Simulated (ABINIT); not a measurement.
# CdTe (F-43m) in ABINIT: equation of state with PBEsol

Aim: the equation of state of CdTe with PBEsol.

Program: ABINIT 10.8.3 (patched build). These are calculated values, not measurements. Logs are shortened: lines on timing, memory, paths and dates and some standing lists are left out, and cuts for length are marked. The log counts tension as positive stress, the text compression.

**The experiment to reproduce.**

From “Multiscale insight into the Cd1-xZnxTe vibrational-mechanical properties -- High-pressure experiments and ab initio calculations”, 2023, arxiv:2306.14539, for a powder of CdTe: bulk modulus 42 ± 2 GPa.

The runs below are set against these values where they give the same quantity.

## (1) The structure

Symmetry: F-43m, No. 216, cubic system. Conventional cell: a = 6.410 Å, b = 6.410 Å, c = 6.410 Å, α = 90.00°, β = 90.00°, γ = 90.00°. Te (site symmetry -43m) is surrounded by 4 Cd at 2.78 Å. Cd (site symmetry -43m) has 4 Te at 2.78 Å as nearest neighbours.

## (2) Equation of state, PBEsol

File run.abi:

```
# Datasets: one volume each
ndtset 7
getwfk -1
scalecart1 3*0.9795861087
scalecart2 3*0.9864848297
scalecart3 3*0.9932883884
scalecart4 3*1.0000000000
scalecart5 3*1.0066227096
scalecart6 3*1.0131594038
scalecart7 3*1.0196128224

# Pseudopotentials
pp_dirpath "./"
pseudos "Te.GGA_PBE-JTH.xml, Cd.GGA_PBE-JTH.xml"

# Structure
acell 3*1.0 Angstrom
rprim
     0.0000000000     3.2050000000     3.2050000000
     3.2050000000     0.0000000000     3.2050000000
     3.2050000000     3.2050000000     0.0000000000
ntypat 2
znucl 52 48
natom 2
typat 1 2
xred
     0.7500000000     0.7500000000     0.7500000000
     0.0000000000     0.0000000000     0.0000000000

# Plane-wave basis
ecut 22.0
pawecutdg 44.0
pawxcdev 0

# k points
kptopt 1
ngkpt 7 7 7
nshiftk 1
shiftk 0.0 0.0 0.0

# Exchange and correlation
ixc -116133

# Bands and occupations
nband 13
occopt 3
tsmear 0.05 eV

# SCF cycle
nstep 100
tolvrs 1.0e-9

# Output
iomode 3
prtwf 1
prtden 0
prteig 0
prtebands 0
```

Potentials or basis: JTH PAW PBE v2.0.

Command:

```console
$ abinit run.abi > log 2>&1
```

run.abo:

```text
.Version 10.8.3 of ABINIT
 DATASET    1 : space group F-4 3 m (#216); Bravais cF (face-center cubic)
================================================================================
 Values of the parameters that define the memory need for DATASET  1.
     intxc =       0    ionmov =       0      iscf =      17    lmnmax =      18
     lnmax =       6     mgfft =      36  mpssoang =       3    mqgrid =    3001
     natom =       2  nloc_mem =       2    nspden =       1   nspinor =       1
    nsppol =       1      nsym =      24    n1xccc =       1    ntypat =       2
    occopt =       3   xclevel =       2
       mpw =        2075          nfft =       46656          nkpt =          20
 PAW method is used; the additional fine FFT grid is defined by:
   mgfftf=        54    nfftf =    157464
================================================================================
================================================================================
[... 71 lines left out ...]
 DATASET    7 : space group F-4 3 m (#216); Bravais cF (face-center cubic)
================================================================================
 Values of the parameters that define the memory need for DATASET  7.
     intxc =       0    ionmov =       0      iscf =      17    lmnmax =      18
     lnmax =       6     mgfft =      40  mpssoang =       3    mqgrid =    3001
     natom =       2  nloc_mem =       2    nspden =       1   nspinor =       1
    nsppol =       1      nsym =      24    n1xccc =       1    ntypat =       2
    occopt =       3   xclevel =       2
       mpw =        2334          nfft =       64000          nkpt =          20
 PAW method is used; the additional fine FFT grid is defined by:
   mgfftf=        54    nfftf =    157464
================================================================================
================================================================================

--------------------------------------------------------------------------------
------------- Echo of variables that govern the present computation ------------
--------------------------------------------------------------------------------
 -outvars: echo values of preprocessed input variables --------
            acell      1.8897261259E+00  1.8897261259E+00  1.8897261259E+00 Bohr
              amu      1.27600000E+02  1.12411000E+02
             ecut      2.20000000E+01 Hartree
           getwfk          -1
              ixc     -116133
           jdtset        1    2    3    4    5    6    7
         kptrlatt        7    0    0      0    7    0      0    0    7
          kptrlen1     5.87330504E+01
          kptrlen2     5.91466770E+01
          kptrlen3     5.95545980E+01
          kptrlen4     5.99570062E+01
          kptrlen5     6.03540840E+01
          kptrlen6     6.07460046E+01
          kptrlen7     6.11329323E+01
            natom           2
            nband          13
           ndtset           7
            ngfft1         36      36      36
            ngfft2         36      36      36
            ngfft3         36      36      36
            ngfft4         40      40      40
            ngfft5         40      40      40
            ngfft6         40      40      40
            ngfft7         40      40      40
          ngfftdg          54      54      54
             nkpt          20
            nstep         100
             nsym          24
           ntypat           2
           occopt           3
        pawecutdg      4.40000000E+01 Hartree
         pawxcdev           0
           prtden           0
        prtebands           0
           prteig           0
            rprim1     0.0000000000E+00  3.1395734784E+00  3.1395734784E+00
                       3.1395734784E+00  0.0000000000E+00  3.1395734784E+00
                       3.1395734784E+00  3.1395734784E+00  0.0000000000E+00
            rprim2     0.0000000000E+00  3.1616838792E+00  3.1616838792E+00
                       3.1616838792E+00  0.0000000000E+00  3.1616838792E+00
                       3.1616838792E+00  3.1616838792E+00  0.0000000000E+00
            rprim3     0.0000000000E+00  3.1834892848E+00  3.1834892848E+00
                       3.1834892848E+00  0.0000000000E+00  3.1834892848E+00
                       3.1834892848E+00  3.1834892848E+00  0.0000000000E+00
            rprim4     0.0000000000E+00  3.2050000000E+00  3.2050000000E+00
                       3.2050000000E+00  0.0000000000E+00  3.2050000000E+00
                       3.2050000000E+00  3.2050000000E+00  0.0000000000E+00
            rprim5     0.0000000000E+00  3.2262257843E+00  3.2262257843E+00
[... 18 lines left out ...]
                       0.0000000000E+00  0.0000000000E+00  0.0000000000E+00
           xangst4     4.8075000000E+00  4.8075000000E+00  4.8075000000E+00
                       0.0000000000E+00  0.0000000000E+00  0.0000000000E+00
           xangst5     4.8393386764E+00  4.8393386764E+00  4.8393386764E+00
                       0.0000000000E+00  0.0000000000E+00  0.0000000000E+00
           xangst6     4.8707638338E+00  4.8707638338E+00  4.8707638338E+00
                       0.0000000000E+00  0.0000000000E+00  0.0000000000E+00
           xangst7     4.9017886437E+00  4.9017886437E+00  4.9017886437E+00
                       0.0000000000E+00  0.0000000000E+00  0.0000000000E+00
            xcart1     8.8994010395E+00  8.8994010395E+00  8.8994010395E+00
                       0.0000000000E+00  0.0000000000E+00  0.0000000000E+00
            xcart2     8.9620749425E+00  8.9620749425E+00  8.9620749425E+00
                       0.0000000000E+00  0.0000000000E+00  0.0000000000E+00
            xcart3     9.0238843096E+00  9.0238843096E+00  9.0238843096E+00
                       0.0000000000E+00  0.0000000000E+00  0.0000000000E+00
            xcart4     9.0848583503E+00  9.0848583503E+00  9.0848583503E+00
                       0.0000000000E+00  0.0000000000E+00  0.0000000000E+00
            xcart5     9.1450247289E+00  9.1450247289E+00  9.1450247289E+00
                       0.0000000000E+00  0.0000000000E+00  0.0000000000E+00
            xcart6     9.2044096698E+00  9.2044096698E+00  9.2044096698E+00
                       0.0000000000E+00  0.0000000000E+00  0.0000000000E+00
            xcart7     9.2630380637E+00  9.2630380637E+00  9.2630380637E+00
                       0.0000000000E+00  0.0000000000E+00  0.0000000000E+00
             xred      7.5000000000E-01  7.5000000000E-01  7.5000000000E-01
                       0.0000000000E+00  0.0000000000E+00  0.0000000000E+00
            znucl       52.00000   48.00000

================================================================================

 chkinp: Checking input parameters for consistency, jdtset=   1.

 chkinp: Checking input parameters for consistency, jdtset=   2.
[... 36 lines left out ...]
 getcut: wavevector=  0.0000  0.0000  0.0000  ngfft=  54  54  54
         ecut(hartree)=     44.000   => boxcut(ratio)=   2.15609

--- Pseudopotential description ------------------------------------------------
- pspini: atom type   1  psp file is ./Te.GGA_PBE-JTH.xml
 Pseudopotential format is: paw10
 basis_size (lnmax)=  4 (lmn_size=  8), orbitals=   0   0   1   1
 Spheres core radius: rc_sph= 2.31107438
 Shapefunction is SIN type: shapef(r)=[sin(pi*r/rshp)/(pi*r/rshp)]**2
 Radius for shape functions =  2.10488624
 Compensation charge density is not taken into account in XC energy/potential

- pspini: atom type   2  psp file is ./Cd.GGA_PBE-JTH.xml
 Pseudopotential format is: paw10
 basis_size (lnmax)=  6 (lmn_size= 18), orbitals=   0   0   1   1   2   2
 Spheres core radius: rc_sph= 2.50233826
 Shapefunction is BESSEL type: shapef(r,l)=aa(1,l)*jl(q(1,l)*r)+aa(2,l)*jl(q(2,l)*r)
 Radius for shape functions =  2.31074885
 Compensation charge density is not taken into account in XC energy/potential

   2.44797133E+03                                ecore*ucvol(ha*bohr**3)
--------------------------------------------------------------------------------

================================================================================

--- !BeginCycle
iteration_state: {dtset: 1, }
solver: {iscf: 17, nstep: 100, nline: 4, wfoptalg: 10, }
tolerances: {tolvrs: 1.00E-09, }
...
[... 545 lines left out ...]
 getcut: wavevector=  0.0000  0.0000  0.0000  ngfft=  40  40  40
         ecut(hartree)=     22.000   => boxcut(ratio)=   2.21178

 getcut : COMMENT -
  Note that boxcut > 2.2 ; recall that boxcut=Gcut(box)/Gcut(sphere) = 2
  is sufficient for exact treatment of convolution.
  Such a large boxcut is a waste : you could raise ecut
  e.g. ecut=   26.905802 Hartrees makes boxcut=2

 Fine grid specifications (used for densities):

 getcut: wavevector=  0.0000  0.0000  0.0000  ngfft=  54  54  54
         ecut(hartree)=     44.000   => boxcut(ratio)=   2.11207
--------------------------------------------------------------------------------
[... 737 lines left out ...]
-Cartesian components of stress tensor (GPa)         [Pressure= -7.4992E-01 GPa]
- sigma(1 1)=  7.49918043E-01  sigma(3 2)=  0.00000000E+00
- sigma(2 2)=  7.49918043E-01  sigma(3 1)=  0.00000000E+00
- sigma(3 3)=  7.49918043E-01  sigma(2 1)=  0.00000000E+00

== END DATASET(S) ==============================================================
================================================================================

 -outvars: echo values of variables after computation  --------
            acell      1.8897261259E+00  1.8897261259E+00  1.8897261259E+00 Bohr
           etotal1    -5.5919683435E+01
           etotal2    -5.5921115818E+01
           etotal3    -5.5922167310E+01
           etotal4    -5.5922878644E+01
           etotal5    -5.5923285134E+01
           etotal6    -5.5923419273E+01
           etotal7    -5.5923309714E+01
            fcart1    -0.0000000000E+00 -0.0000000000E+00 -0.0000000000E+00
                      -0.0000000000E+00 -0.0000000000E+00 -0.0000000000E+00
            fcart2    -0.0000000000E+00 -0.0000000000E+00 -0.0000000000E+00
                      -0.0000000000E+00 -0.0000000000E+00 -0.0000000000E+00
            fcart3     1.3987074801E-30 -3.8821931228E-47 -1.3987074801E-30
                      -1.3987074801E-30  3.8821931228E-47  1.3987074801E-30
            fcart4     7.0064923216E-46  1.3893198988E-30 -2.7786397975E-30
                       0.0000000000E+00 -1.3893198988E-30  2.7786397975E-30
            fcart5     2.7603587432E-30  2.7603587432E-30 -8.2810762295E-30
                      -2.7603587432E-30 -2.7603587432E-30  8.2810762295E-30
[... 38 lines left out ...]
                       0.0000000000E+00  0.0000000000E+00  0.0000000000E+00
           xangst1     4.7093602176E+00  4.7093602176E+00  4.7093602176E+00
                       0.0000000000E+00  0.0000000000E+00  0.0000000000E+00
           xangst2     4.7425258188E+00  4.7425258188E+00  4.7425258188E+00
                       0.0000000000E+00  0.0000000000E+00  0.0000000000E+00
           xangst3     4.7752339272E+00  4.7752339272E+00  4.7752339272E+00
                       0.0000000000E+00  0.0000000000E+00  0.0000000000E+00
           xangst4     4.8075000000E+00  4.8075000000E+00  4.8075000000E+00
                       0.0000000000E+00  0.0000000000E+00  0.0000000000E+00
           xangst5     4.8393386764E+00  4.8393386764E+00  4.8393386764E+00
                       0.0000000000E+00  0.0000000000E+00  0.0000000000E+00
           xangst6     4.8707638338E+00  4.8707638338E+00  4.8707638338E+00
                       0.0000000000E+00  0.0000000000E+00  0.0000000000E+00
           xangst7     4.9017886437E+00  4.9017886437E+00  4.9017886437E+00
                       0.0000000000E+00  0.0000000000E+00  0.0000000000E+00
             xred      7.5000000000E-01  7.5000000000E-01  7.5000000000E-01
                       0.0000000000E+00  0.0000000000E+00  0.0000000000E+00
 Calculation completed.
```

It took 4.5 min on 1 thread of Arm Neoverse V2, shared host; peak memory 0.18 GiB.

Results:

```
Equilibrium volume                      : 34.26 Å³/atom
Bulk modulus                            : 42 GPa
Pressure derivative of the bulk modulus : 4.8
```

Energy against volume, from the lowest point:
| volume (Å³/atom) | energy (meV/atom) |
| --- | --- |
| 30.947 | 50.83 |
| 31.605 | 31.34 |
| 32.263 | 17.03 |
| 32.922 | 7.36 |
| 33.580 | 1.83 |
| 34.239 | 0.00 |
| 34.897 | 1.49 |

Caveat: pressures at fixed basis lie under the slope of the energies; the PAW data sets were made with another functional, which shifts forces and pressure a little. The run has no spin-orbit coupling, so splittings on Te are missing.

## (3) Against experiment

Step 2. Measured bulk modulus of CdTe: 42 GPa (powder; quoted in “Multiscale insight into the Cd1-xZnxTe vibrational-mechanical properties -- High-pressure experiments and ab initio calculations”, 2023, arxiv:2306.14539). This calculation gives 42 GPa (-0.4 %). The fit is for a static lattice scaled at fixed shape and fixed fractional positions.
